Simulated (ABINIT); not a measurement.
# CuO (Tenorite) (Cc) in ABINIT: reference runs

Aim: a first look at CuO (Tenorite) with PBE, on the cell as given and on a disturbed one.

All numbers are computed with ABINIT 10.8.3 (patched build); they aren't measurements. Logs are shortened: lines on timing, memory, paths and dates and some standing lists are left out, and cuts for length are marked. The log counts tension as positive stress, the text compression.

### 1 The crystal as given

The structure is monoclinic, space group Cc (No. 9). Conventional cell: a = 4.689 Å, b = 3.427 Å, c = 5.132 Å, α = 90.00°, β = 99.65°, γ = 90.00°. Cu (site symmetry 1) is surrounded by 4 O at 1.91 to 2.02 Å. O (site symmetry 1) has 4 Cu at 1.91 to 2.02 Å as nearest neighbours.

### 2 Single point, PBE

File run.abi:

```
# Pseudopotentials
pp_dirpath "./"
pseudos "Cu.GGA_PBE-JTH.xml, O.GGA_PBE-JTH.xml"

# Structure
structure "poscar:POSCAR"
natom 4
chkprim 0
chksymtnons 0
tolsym 1.0e-6

# Plane-wave basis
ecut 26.0
pawecutdg 48.0
pawxcdev 0

# k points
kptopt 1
ngkpt 10 10 5
nshiftk 1
shiftk 0.0 0.0 0.0

# Exchange and correlation
ixc 11

# Bands and occupations
nband 30
occopt 3
tsmear 0.00183747

# SCF cycle
nstep 100
tolvrs 1.0e-9

# Output
iomode 3
prtwf 0
prteig 0
prtebands 0
enunit 1
prtden 1
prtvha 1
prtvclmb 1
prtpot 1
```

File POSCAR:

```
CuO
1.0
    2.3446500000     -1.7134000000      0.0000000000
    2.3446500000      1.7134000000      0.0000000000
   -0.8605543552      0.0000000000      5.0594363927
Cu O
2 2
Direct
    0.4968000000      0.0032000000      0.5000000000  Cu
    0.0032000000      0.4968000000      0.0000000000  Cu
    0.4056000000      0.5714000000      0.7537000000  O
    0.5714000000      0.4056000000      0.2537000000  O
```

Potentials or basis: JTH PAW PBE v2.0.

Command:

```bash
> mpirun --bind-to none -np 4 abinit run.abi > log 2>&1
```

run.abo:

```text
.Version 10.8.3 of ABINIT
 Symmetries : space group Cc (#  9); Bravais mC (1-face-center monocl.)
================================================================================
 Values of the parameters that define the memory need of the present run
     intxc =       0    ionmov =       0      iscf =      17    lmnmax =      18
     lnmax =       6     mgfft =      48  mpssoang =       3    mqgrid =    3001
     natom =       4  nloc_mem =       2    nspden =       1   nspinor =       1
    nsppol =       1      nsym =       2    n1xccc =       1    ntypat =       2
    occopt =       3   xclevel =       2
       mpw =        1751          nfft =       34992          nkpt =         141
Pmy_natom=         1
 PAW method is used; the additional fine FFT grid is defined by:
   mgfftf=        64    nfftf =     82944
================================================================================
================================================================================

--------------------------------------------------------------------------------
------------- Echo of variables that govern the present computation ------------
--------------------------------------------------------------------------------
 -outvars: echo values of preprocessed input variables --------
            acell      1.0000000000E+00  1.0000000000E+00  1.0000000000E+00 Bohr
              amu      6.35460000E+01  1.59994000E+01
          chkprim           0
      chksymtnons           0
             ecut      2.60000000E+01 Hartree
           enunit           1
                       outvar_i_n : Printing only first  50 k-points.
              ixc          11
                       outvar_i_n : Printing only first  50 k-points.
         kptrlatt       10    0    0      0   10    0      0    0    5
          kptrlen      4.84913173E+01
            natom           4
            nband          30
            ngfft          27      27      48
          ngfftdg          36      36      64
             nkpt         141
            nstep         100
             nsym           2
           ntypat           2
                       prtocc : prtvol=0, do not print more k-points.
           occopt           3
        pawecutdg      4.80000000E+01 Hartree
         pawxcdev           0
        prtebands           0
           prteig           0
           prtpot           1
         prtvclmb           1
           prtvha           1
            prtwf           0
            rprim      4.4307463611E+00 -3.2378567441E+00  0.0000000000E+00
                       4.4307463611E+00  3.2378567441E+00  0.0000000000E+00
                      -1.6262120478E+00  0.0000000000E+00  9.5609491337E+00
          spgroup           9
           tolsym      1.00000000E-06
           tolvrs      1.00000000E-09
           tsmear      1.83747000E-03 Hartree
            typat      1  1  2  2
           useylm           1
                       outvars : Printing only first  50 k-points.
           xangst      7.4204782240E-01 -8.4573424000E-01  2.5297181963E+00
                       1.1723250000E+00  8.4573424000E-01  0.0000000000E+00
                       1.6421232325E+00  2.8408172000E-01  3.8132972092E+00
                       2.0724004101E+00 -2.8408172000E-01  1.2835790128E+00
            xcart      1.4022671567E+00 -1.5982060889E+00  4.7804745668E+00
                       2.2153731806E+00  1.5982060889E+00  0.0000000000E+00
                       3.1031631744E+00  5.3683664818E-01  7.2060873620E+00
                       3.9162691983E+00 -5.3683664818E-01  2.4256127952E+00
             xred      4.9680000000E-01  3.2000000000E-03  5.0000000000E-01
                       3.2000000000E-03  4.9680000000E-01  0.0000000000E+00
                       4.0560000000E-01  5.7140000000E-01  7.5370000000E-01
                       5.7140000000E-01  4.0560000000E-01  2.5370000000E-01
            znucl       29.00000    8.00000

================================================================================

 chkinp: Checking input parameters for consistency.

================================================================================
== DATASET  1 ==================================================================

--- !DatasetInfo
iteration_state: {dtset: 1, }
dimensions: {natom: 4, nkpt: 141, mband: 30, nsppol: 1, nspinor: 1, nspden: 1, mpw: 1751, }
cutoff_energies: {ecut:  26.0, pawecutdg:  48.0, }
electrons: {nelect:   5.00000000E+01, charge:   0.00000000E+00, occopt:   3.00000000E+00, tsmear:   1.83747000E-03, }
meta: {optdriver: 0, ionmov: 0, optcell: 0, iscf: 17, paral_kgb: 0, }
...

 Exchange-correlation functional for the present dataset will be:
  GGA: Perdew-Burke-Ernzerhof functional - ixc=11
  J.P.Perdew, K.Burke, M.Ernzerhof, PRL 77, 3865 (1996)

 Real(R)+Recip(G) space primitive vectors, cartesian coordinates (Bohr,Bohr^-1):
 R(1)=  4.4307464 -3.2378567  0.0000000  G(1)=  0.1128478 -0.1544231  0.0191942
 R(2)=  4.4307464  3.2378567  0.0000000  G(2)=  0.1128478  0.1544231  0.0191942
 R(3)= -1.6262120  0.0000000  9.5609491  G(3)=  0.0000000  0.0000000  0.1045921
 Unit cell volume ucvol=  2.7432509E+02 bohr^3
 Angles (23,13,12)=  9.77808191E+01  9.77808191E+01  7.23164321E+01 degrees

 Coarse grid specifications (used for wave-functions):

 getcut: wavevector=  0.0000  0.0000  0.0000  ngfft=  27  27  48
         ecut(hartree)=     26.000   => boxcut(ratio)=   2.06414

 Fine grid specifications (used for densities):

 getcut: wavevector=  0.0000  0.0000  0.0000  ngfft=  36  36  64
         ecut(hartree)=     48.000   => boxcut(ratio)=   2.10424

--- Pseudopotential description ------------------------------------------------
- pspini: atom type   1  psp file is ./Cu.GGA_PBE-JTH.xml
[... 50 lines left out ...]
  sigma(1 1)= -1.80750483E-04  sigma(3 2)=  0.00000000E+00
  sigma(2 2)= -2.16737443E-04  sigma(3 1)=  6.04100945E-05
  sigma(3 3)= -1.63007504E-04  sigma(2 1)=  0.00000000E+00

--- !ResultsGS
iteration_state: {dtset: 1, }
comment   : Summary of ground state results
lattice_vectors:
- [  4.4307464,  -3.2378567,   0.0000000, ]
- [  4.4307464,   3.2378567,   0.0000000, ]
- [ -1.6262120,   0.0000000,   9.5609491, ]
lattice_lengths: [   5.48773,    5.48773,    9.69826, ]
lattice_angles: [ 97.781,  97.781,  72.316, ] # degrees, (23, 13, 12)
lattice_volume:   2.7432509E+02
convergence: {deltae:  2.899E-12, res2:  2.407E-11, residm:  1.100E-04, diffor: null, }
etotal    :  -4.28147183E+02
entropy   :   0.00000000E+00
fermie    :   2.08292819E-01
cartesian_stress_tensor: # hartree/bohr^3
- [ -1.80750483E-04,   0.00000000E+00,   6.04100945E-05, ]
- [  0.00000000E+00,  -2.16737443E-04,   0.00000000E+00, ]
- [  6.04100945E-05,   0.00000000E+00,  -1.63007504E-04, ]
pressure_GPa:   5.4968E+00
xred      :
- [  4.9680E-01,   3.2000E-03,   5.0000E-01, Cu]
- [  3.2000E-03,   4.9680E-01,   0.0000E+00, Cu]
- [  4.0560E-01,   5.7140E-01,   7.5370E-01,  O]
- [  5.7140E-01,   4.0560E-01,   2.5370E-01,  O]
cartesian_forces: # hartree/bohr
- [ -1.24219778E-02,  -6.94400172E-03,   4.81561050E-03, ]
- [ -1.24219778E-02,   6.94400172E-03,   4.81561050E-03, ]
- [  1.24219778E-02,  -5.81903191E-03,  -4.81561050E-03, ]
- [  1.24219778E-02,   5.81903191E-03,  -4.81561050E-03, ]
force_length_stats: {min:   1.45381144E-02, max:   1.50238077E-02, mean:   1.47809610E-02, }
...

 Integrated electronic density in atomic spheres:
 ------------------------------------------------
 Atom  Sphere_radius  Integrated_density
    1        2.00090         17.30976795
    2        2.00090         17.30976795
    3        1.41465          4.52165025
    4        1.41465          4.52165025

================================================================================

 ----iterations are completed or convergence reached----

 Mean square residual over all n,k,spin=   48.571E-09; max=  10.999E-05
 reduced coordinates (array xred) for    4 atoms
       0.496800000000      0.003200000000      0.500000000000
       0.003200000000      0.496800000000      0.000000000000
       0.405600000000      0.571400000000      0.753700000000
       0.571400000000      0.405600000000      0.253700000000
 rms dE/dt=  6.1392E-02; max dE/dt=  7.7543E-02; dE/dt below (all hartree)
    1       0.032575564575      0.077542930203     -0.066219603595
    2       0.077542930203      0.032575564575     -0.066219603595
    3      -0.073859210278     -0.036176826843      0.066265550357
    4      -0.036176826843     -0.073859210278      0.066265550357

 cartesian coordinates (angstrom) at end:
    1      0.74204782240000    -0.84573424000000     2.52971819635000
    2      1.17232500000000     0.84573424000000     0.00000000000000
    3      1.64212323248576     0.28408172000000     3.81329720917799
    4      2.07240041008576    -0.28408172000000     1.28357901282799

 cartesian forces (hartree/bohr) at end:
    1     -0.01242197780891    -0.00694400172425     0.00481561049663
    2     -0.01242197780891     0.00694400172425     0.00481561049663
    3      0.01242197780891    -0.00581903191100    -0.00481561049663
    4      0.01242197780891     0.00581903191100    -0.00481561049663
 frms,max,avg= 8.5349435E-03 1.2421978E-02  -4.653E-06  0.000E+00 -3.194E-06 h/b

 cartesian forces (eV/Angstrom) at end:
    1     -0.63876378151252    -0.35707492546207     0.24762864806547
    2     -0.63876378151252     0.35707492546207     0.24762864806547
    3      0.63876378151252    -0.29922665177720    -0.24762864806547
    4      0.63876378151252     0.29922665177720    -0.24762864806547
 frms,max,avg= 4.3888444E-01 6.3876378E-01  -2.392E-04  0.000E+00 -1.643E-04 e/A
 length scales=  1.000000000000  1.000000000000  1.000000000000 bohr
              =  0.529177210544  0.529177210544  0.529177210544 angstroms
 Fermi (or HOMO) energy (eV) =   5.66794   Average Vxc (eV)= -11.43657
 Eigenvalues (   eV  ) for nkpt= 141  k points:
 kpt#   1, nband= 30, wtk=  0.00200, kpt=  0.0000  0.0000  0.0000 (reduced coord)
-106.94271 -106.94204  -64.47152  -64.47128  -64.44483  -64.43585  -64.03162  -64.03113
 -14.28947  -12.97598   -2.49784    0.11116    0.47069    2.27824    2.35470    2.42341
   2.62248    2.90003    2.97922    3.15057    3.35539    3.46123    3.54266    4.02193
   5.88008    6.58622    7.34234   11.65942   13.78192   18.96057
 prteigrs : prtvol=0 or 1, do not print more k-points.

--- !EnergyTerms
iteration_state     : {dtset: 1, }
comment             : Components of total free energy in Hartree
kinetic             :  3.68932184011973E+01
hartree             :  1.04339911163151E+02
xc                  : -1.13047470977691E+01
Ewald energy        : -2.48309193486708E+02
psp_core            :  1.52386630824103E+01
local_psp           : -2.62950812088948E+02
PAW spherical_terms : -6.20535180483550E+01
internal            : -4.28146478075021E+02
'-kT*entropy'       : -7.03458021713612E-04
total_energy        : -4.28147181533043E+02
total_energy_eV     : -1.16504783268238E+04
...

--- !EnergyTermsDC
iteration_state     : {dtset: 1, }
comment             : '"Double-counting" decomposition of free energy'
band_energy         : -4.34892720455222E+01
Ewald energy        : -2.48309193486708E+02
psp_core            :  1.52386630824103E+01
xc_dc               : -1.01003979463901E+02
PAW spherical_terms : -5.05826977768329E+01
internal            : -4.28146479690554E+02
'-kT*entropy'       : -7.03458021713612E-04
total_energy_dc     : -4.28147183148575E+02
total_energy_dc_eV  : -1.16504783707846E+04
...

--- !EnergyTermsWithPAWCore
iteration_state     : {dtset: 1, }
comment             : 'Components of total free energy, including PAW core contributions'
Total energy        : -3.46041777550840E+03
Total energy DC     : -3.46041777712394E+03
Total energy (eV)   : -9.41627646618176E+04
Total energy DC (eV): -9.41627647057784E+04
...

 Cartesian components of stress tensor (hartree/bohr^3)
  sigma(1 1)= -1.80750483E-04  sigma(3 2)=  0.00000000E+00
  sigma(2 2)= -2.16737443E-04  sigma(3 1)=  6.04100945E-05
  sigma(3 3)= -1.63007504E-04  sigma(2 1)=  0.00000000E+00

-Cartesian components of stress tensor (GPa)         [Pressure=  5.4968E+00 GPa]
- sigma(1 1)= -5.31786281E+00  sigma(3 2)=  0.00000000E+00
- sigma(2 2)= -6.37663571E+00  sigma(3 1)=  1.77732634E+00
- sigma(3 3)= -4.79584634E+00  sigma(2 1)=  0.00000000E+00

== END DATASET(S) ==============================================================
================================================================================

 -outvars: echo values of variables after computation  --------
            acell      1.0000000000E+00  1.0000000000E+00  1.0000000000E+00 Bohr
           etotal     -4.2814718315E+02
            fcart     -1.2421977809E-02 -6.9440017242E-03  4.8156104966E-03
                      -1.2421977809E-02  6.9440017242E-03  4.8156104966E-03
                       1.2421977809E-02 -5.8190319110E-03 -4.8156104966E-03
                       1.2421977809E-02  5.8190319110E-03 -4.8156104966E-03
            rprim      4.4307463611E+00 -3.2378567441E+00  0.0000000000E+00
                       4.4307463611E+00  3.2378567441E+00  0.0000000000E+00
                      -1.6262120478E+00  0.0000000000E+00  9.5609491337E+00
           strten     -1.8075048296E-04 -2.1673744258E-04 -1.6300750383E-04
                       0.0000000000E+00  6.0410094511E-05  0.0000000000E+00
           xangst      7.4204782240E-01 -8.4573424000E-01  2.5297181963E+00
                       1.1723250000E+00  8.4573424000E-01  0.0000000000E+00
                       1.6421232325E+00  2.8408172000E-01  3.8132972092E+00
                       2.0724004101E+00 -2.8408172000E-01  1.2835790128E+00
             xred      4.9680000000E-01  3.2000000000E-03  5.0000000000E-01
                       3.2000000000E-03  4.9680000000E-01  0.0000000000E+00
                       4.0560000000E-01  5.7140000000E-01  7.5370000000E-01
                       5.7140000000E-01  4.0560000000E-01  2.5370000000E-01
 Calculation completed.
```

Run time: 1.7 min. Hardware: 4 MPI ranks of Arm Neoverse V1, shared host; peak memory 0.56 GiB.

Results:

```
Free energy                                           : -11650.4784 eV
Pressure                                              : 5.5 GPa
Largest force                                         : 0.773 eV/Å
Band gap on the k mesh                                : none (metal or under the smearing width)
Valence electrons inside the program's atomic spheres : Cu 17.31; O 4.52
```

Forces on the atoms (eV/Å):
```
Cu  -0.639 -0.357  0.248
Cu  -0.639  0.357  0.248
O    0.639 -0.299 -0.248
O    0.639  0.299 -0.248
```

Caveat: the run has no spin polarisation, though such a crystal can be magnetic; semilocal functionals often make such compounds metallic where correlation or magnetic order opens a gap, which also shifts bond lengths. With open d or f shells a metallic result of PBE can be an artefact of self-interaction; +U or a hybrid may open a gap.

(Part 1 of 2 ends here.)
